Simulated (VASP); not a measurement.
# CoH (Fm-3m) in VASP: further runs

One crystal, CoH, is run at these levels: LDA; tasks: single point.

All numbers are computed with VASP 6.6.1; they aren't measurements. Logs are shortened: lines on timing, memory, paths and dates and some standing lists are left out, and cuts for length are marked.

### 1 The structure

It takes space group Fm-3m (No. 225, cubic). The conventional cell has a = 3.686 Å, b = 3.686 Å, c = 3.686 Å, α = 90.00°, β = 90.00°, γ = 90.00°. Co (site symmetry m-3m) has 6 H at 1.84 Å as nearest neighbours. H (site symmetry m-3m) is surrounded by 6 Co at 1.84 Å.

The cell comes from a database or a generator and needn't be the stable form of this composition.

### 2 Single point, LDA, collinear spin, ferromagnetic start

The input, INCAR:

```
  PREC = Accurate
  ENCUT = 460
  EDIFF = 1E-6
  ISMEAR = 0
  SIGMA = 0.5
  LREAL = False
  LASPH = True
  NELM = 100
  ALGO = Normal
  ISIF = 2
  LWAVE = False
  LCHARG = False
  ISPIN = 2
  MAGMOM = 2 0
  LORBIT = 11
  LMAXMIX = 4
  GGA = CA
  ADDGRID = False
```

The input, KPOINTS:

```
Automatic mesh
0
Gamma
  5 5 5
```

The input, POSCAR:

```
CoH
1.0
    0.0000000000      1.8429617100      1.8429617100
    1.8429617100      0.0000000000      1.8429617100
    1.8429617100      1.8429617100      0.0000000000
Co H
1 1
Direct
    0.0000000000      0.0000000000      0.0000000000
    0.5000000000      0.5000000000      0.5000000000
```

Potentials or basis: VASP PAW LDA potentials, release 64 (Co, H_s).

The run is started by

```
$ cat potpaw_LDA.64/Co/POTCAR potpaw_LDA.64/H_s/POTCAR > POTCAR
$ mpirun -np 1 vasp_std > vasp.out
```

OUTCAR:

```text
PREC = Accurate
   ENCUT = 460
   EDIFF = 1E-6
   ISMEAR = 0
   LREAL = False
   LASPH = True
   NELM = 100
   ISIF = 2
   ISPIN = 2
   LORBIT = 11
   GGA = CA

 Found     10 irreducible k-points:

 Following reciprocal coordinates:
            Coordinates               Weight
  0.000000  0.000000  0.000000      1.000000
  0.200000  0.000000  0.000000      8.000000
  0.400000  0.000000  0.000000      8.000000
  0.200000  0.200000  0.000000      6.000000
  0.400000  0.200000  0.000000     24.000000
 -0.400000  0.200000  0.000000     24.000000
   k-points           NKPTS =     10   k-points in BZ     NKDIM =     10   number of bands    NBANDS=     10
   number of dos      NEDOS =    301   number of ions     NIONS =      2
   total plane-waves  NPLWV =   5832
   dimension x,y,z NGX =    18 NGY =   18 NGZ =   18
   dimension x,y,z NGXF=    36 NGYF=   36 NGZF=   36
   ions per type =               1   1
   NGX,Y,Z   is equivalent  to a cutoff of  11.48, 11.48, 11.48 a.u.
   NGXF,Y,Z  is equivalent  to a cutoff of  22.96, 22.96, 22.96 a.u.
 SYSTEM =  unknown system
   PREC   = accura    normal or accurate (medium, high low for compatibility)
   ISTART =      0    job   : 0-new  1-cont  2-samecut
   ICHARG =      2    charge: 1-file 2-atom 10-const
   ISPIN  =      2    spin polarized calculation?
   LNONCOLLINEAR =      F non collinear calculations
   LSORBIT =      F    spin-orbit coupling
   LASPH  =      T    aspherical Exc in radial PAW
   ENCUT  =  460.0 eV  33.81 Ry    5.81 a.u.   4.56  4.56  4.56*2*pi/ulx,y,z
   NELM   =    100;   NELMIN=  2; NELMDL= -5     # of ELM steps
   EDIFF  = 0.1E-05   stopping-criterion for ELM
[... 12 lines left out ...]
   EMIN   =  10.00;   EMAX   =-10.00  energy-range for DOS
   EFERMI =   0.00;   METHOD = LEGACY
   ISMEAR =     0;   SIGMA  =   0.50  broadening in eV -4-tet -1-fermi 0-gaus
   EFERMI_NEDOS =   21; number of points for ismear=-14 and -15
   IALGO  =     38    algorithm
   IMIX   =      4    mixing-type and parameters
     AMIX     =   0.40;   BMIX     =  1.00
     AMIX_MAG =   1.60;   BMIX_MAG =  1.00
  volume/ion in A,a.u.               =       6.26        42.24
  Fermi-wavevector in a.u.,A,eV,Ry     =   1.518968  2.870433 31.392214  2.307263
  Thomas-Fermi vector in A             =   2.628017
   LORBIT       =     11    0 simple, 1 ext, 2 COOP (PROOUT), +10 PAW based schemes
   GGA     = CA    functional components
   LHFCALC =     F    Hartree Fock is set to
   AEXX    =    0.0000 exact exchange contribution
   IVDW    =     0    specifies the selected vdW correction
   LEPSILON=     F    determine dielectric tensor
   LRPA    =     F    only Hartree local field effects (RPA)
 spin polarized calculation
 Gauss-broadening in eV      SIGMA  =   0.50
  energy-cutoff  :      460.00
  volume of cell :       12.52
 maximum number of plane-waves:       291
 NGX is ok and might be reduce to    18
   NGX =  9   NGY =  9   NGZ =  9

 number of electron      10.0000000 magnetization       2.0000000

 number of electron       9.9999992 magnetization       1.0574634

 Free energy of the ion-electron system (eV)
  ---------------------------------------------------
  ext. energy  EPLUGINS =         0.00000000
  ---------------------------------------------------
  free energy    TOTEN  =       -11.89283149 eV

  energy without entropy =      -11.70764412  energy(sigma->0) =      -11.80023780

 E-fermi :   9.9329     XC(G=0): -13.7052

 val. band max:        9.7002054966   @ k =   0.2000   0.2000   0.0000
 cond. band min:      10.1276713865   @ k =   0.4000   0.4000   0.0000
 fundamental gap:      0.4274658899
 Fermi energy:         9.9329415050

 spin component 1

 k-point     1 :       0.0000    0.0000    0.0000
  band No.  band energies     occupation
      1      -2.4315      1.00000
      2       7.4722      1.00000
      3       7.4722      1.00000
      4       7.4722      1.00000
      5       8.4891      0.99998
      6       8.4891      0.99998
      7      25.0881      0.00000
      8      30.6356      0.00000
      9      31.1314      0.00000
     10      31.1314      0.00000

 k-point     2 :       0.2000    0.0000    0.0000
  band No.  band energies     occupation
      1      -1.1281      1.00000
      2       7.0328      1.00000
      3       7.6390      1.00000
      4       7.6390      1.00000
      5       8.4584      0.99998
      6       8.4584      0.99998
      7      20.2535      0.00000
      8      26.7517      0.00000
      9      30.6523      0.00000
     10      30.6523      0.00000

 k-point     3 :       0.4000    0.0000    0.0000
  band No.  band energies     occupation
      1       2.1921      1.00000
      2       5.6401      1.00000
      3       7.3349      1.00000
      4       7.3349      1.00000
      5       9.0930      0.99124
      6       9.0930      0.99124
      7      14.8993      0.00000
      8      23.1795      0.00000
      9      30.6327      0.00000
     10      30.6327      0.00000

 k-point     4 :       0.2000    0.2000    0.0000
  band No.  band energies     occupation
      1      -0.7867      1.00000
      2       6.8235      1.00000
      3       7.7869      1.00000
      4       8.0013      1.00000
      5       8.0013      1.00000
      6       8.7302      0.99967
      7      20.9469      0.00000
      8      26.4815      0.00000
      9      26.4815      0.00000
     10      28.5801      0.00000

 k-point     5 :       0.4000    0.2000    0.0000
  band No.  band energies     occupation
      1       1.4748      1.00000
      2       6.2078      1.00000
      3       7.1572      1.00000
      4       8.0255      1.00000
      5       9.1732      0.98418
      6       9.1957      0.98147
      7      16.7442      0.00000
      8      21.8506      0.00000
      9      24.9878      0.00000
     10      28.1133      0.00000

 k-point     6 :      -0.4000    0.2000    0.0000
  band No.  band energies     occupation
      1       3.1181      1.00000
      2       5.4989      1.00000
      3       7.1150      1.00000
      4       7.7615      1.00000
      5       9.0683      0.99277
      6      10.2748      0.16681
      7      14.4038      0.00000
      8      19.7170      0.00000
      9      26.5219      0.00000
     10      26.8049      0.00000

 [... further k-points ...]

 spin component 2

 k-point     1 :       0.0000    0.0000    0.0000
  band No.  band energies     occupation
      1      -2.3616      1.00000
      2       8.4685      0.99998
      3       8.4685      0.99998
      4       8.4685      0.99998
      5       9.4449      0.91627
      6       9.4449      0.91627
      7      25.1001      0.00000
      8      30.6507      0.00000
      9      31.2280      0.00000
     10      31.2280      0.00000

 k-point     2 :       0.2000    0.0000    0.0000
  band No.  band energies     occupation
      1      -1.0585      1.00000
      2       7.9444      1.00000
      3       8.6172      0.99990
      4       8.6172      0.99990
      5       9.4316      0.92193
      6       9.4316      0.92193
      7      20.4035      0.00000
      8      26.9571      0.00000
      9      30.8675      0.00000
     10      30.8675      0.00000

 k-point     3 :       0.4000    0.0000    0.0000
  band No.  band energies     occupation
      1       2.2763      1.00000
      2       6.2320      1.00000
      3       8.2353      1.00000
      4       8.2353      1.00000
      5      10.1638      0.25692
      6      10.1638      0.25692
      7      15.4967      0.00000
      8      23.2471      0.00000
      9      30.8884      0.00000
     10      30.8884      0.00000

 k-point     4 :       0.2000    0.2000    0.0000
  band No.  band energies     occupation
      1      -0.7127      1.00000
      2       7.7492      1.00000
      3       8.6397      0.99987
      4       9.0218      0.99502
      5       9.0218      0.99502
      6       9.7002      0.74482
      7      21.0583      0.00000
      8      26.7226      0.00000
      9      26.7226      0.00000
     10      28.8475      0.00000

 k-point     5 :       0.4000    0.2000    0.0000
  band No.  band energies     occupation
      1       1.5896      1.00000
      2       6.9890      1.00000
      3       7.9634      1.00000
      4       8.9802      0.99648
      5      10.1589      0.26135
      6      10.2624      0.17574
      7      17.1309      0.00000
      8      22.1239      0.00000
      9      25.2301      0.00000
     10      28.4110      0.00000

 k-point     6 :      -0.4000    0.2000    0.0000
  band No.  band energies     occupation
      1       3.2763      1.00000
      2       6.1225      1.00000
      3       7.9388      1.00000
      4       8.6650      0.99983
      5      10.1577      0.26246
      6      11.1959      0.00018
      7      15.0354      0.00000
      8      20.0209      0.00000
      9      26.7194      0.00000
     10      27.0636      0.00000

 [... further k-points ...]

------------------------ aborting loop because EDIFF is reached ----------------------------------------

  FORCE on cell =-STRESS in cart. coord.  units (eV):
  Direction    XX          YY          ZZ          XY          YZ          ZX
  --------------------------------------------------------------------------------------
  -------------------------------------------------------------------------------------
  Total       -0.9913809     -0.9913809     -0.9913809      0.0000000     -0.0000000     -0.0000000
  in kB     -126.8738671   -126.8738671   -126.8738671      0.0000000     -0.0000000     -0.0000000
  external PRESSURE =    -126.8738671 kB  Pullay stress =       0.0000000 kB

 VOLUME and BASIS-vectors are now :
 -----------------------------------------------------------------------------
  energy-cutoff  :      460.00
  volume of cell :       12.52
      direct lattice vectors                 reciprocal lattice vectors
     0.000000000  1.842961710  1.842961710    -0.271302435  0.271302435  0.271302435
     1.842961710  0.000000000  1.842961710     0.271302435 -0.271302435  0.271302435
     1.842961710  1.842961710  0.000000000     0.271302435  0.271302435 -0.271302435

 POSITION                                       TOTAL-FORCE (eV/Angst)
 -----------------------------------------------------------------------------------
      0.00000      0.00000      0.00000         0.000000      0.000000      0.000000
      1.84296      1.84296      1.84296         0.000000     -0.000000      0.000000
 -----------------------------------------------------------------------------------
    total drift:                               -0.000000      0.000000      0.000000

  FREE ENERGIE OF THE ION-ELECTRON SYSTEM (eV)
  ---------------------------------------------------
  free  energy   TOTEN  =       -11.8928314907 eV

  energy  without entropy=      -11.7076441183  energy(sigma->0) =      -11.80023780

 total charge

# of ion       s       p       d       tot
------------------------------------------
    1        0.404   0.546   7.448   8.398
    2        0.678   0.093   0.000   0.771
--------------------------------------------------
tot          1.082   0.639   7.448   9.169

 magnetization (x)

# of ion       s       p       d       tot
------------------------------------------
    1       -0.006  -0.011   1.092   1.075
    2       -0.010  -0.005   0.000  -0.015
--------------------------------------------------
tot         -0.015  -0.016   1.092   1.060
```

Run time: 2.4 s. Hardware: 1 thread of Intel Xeon 6975P-C (Granite Rapids), shared host; peak memory 0.12 GiB.

These settings aren't checked as converged: the numbers below hold their error.

What came out:

```
Free energy                                           : -11.8928 eV
Pressure                                              : -12.7 GPa
Band gap on the k mesh                                : none (metal or under the smearing width)
Net moment                                            : 1.06 μB per cell
Site moments                                          : Co +1.07; H -0.01 μB
Valence electrons inside the program's atomic spheres : Co 8.40; H 0.77
```

Caveat: the k mesh is coarse (spacing up to 0.59 Å⁻¹), so the values aren't converged.

### 3 Single point, LDA, collinear spin, ferromagnetic start

Changes to INCAR since step 2:

```diff
@@ -4,3 +4,3 @@
   ISMEAR = 0
-  SIGMA = 0.5
+  SIGMA = 0.2
   LREAL = False
```

KPOINTS is that of step 2.

POSCAR is that of step 2.

Potentials or basis: VASP PAW LDA potentials, release 64 (Co, H_s).

The run is started by

```
$ cat potpaw_LDA.64/Co/POTCAR potpaw_LDA.64/H_s/POTCAR > POTCAR
$ mpirun -np 1 vasp_std > vasp.out
```

Run time: 3.4 s. Hardware: 1 thread of Intel Xeon 6975P-C (Granite Rapids), shared host; peak memory 0.11 GiB.

These settings aren't checked as converged: the numbers below hold their error.

Results:

```
Free energy                                           : -11.8149 eV
Pressure                                              : -13.7 GPa
Band gap on the k mesh                                : none (metal or under the smearing width)
Net moment                                            : 1.07 μB per cell
Site moments                                          : Co +1.09; H -0.02 μB
Valence electrons inside the program's atomic spheres : Co 8.40; H 0.77
```

Caveat: the k mesh is coarse (spacing up to 0.59 Å⁻¹), so the values aren't converged.

(Part 1 of 2 ends here.)
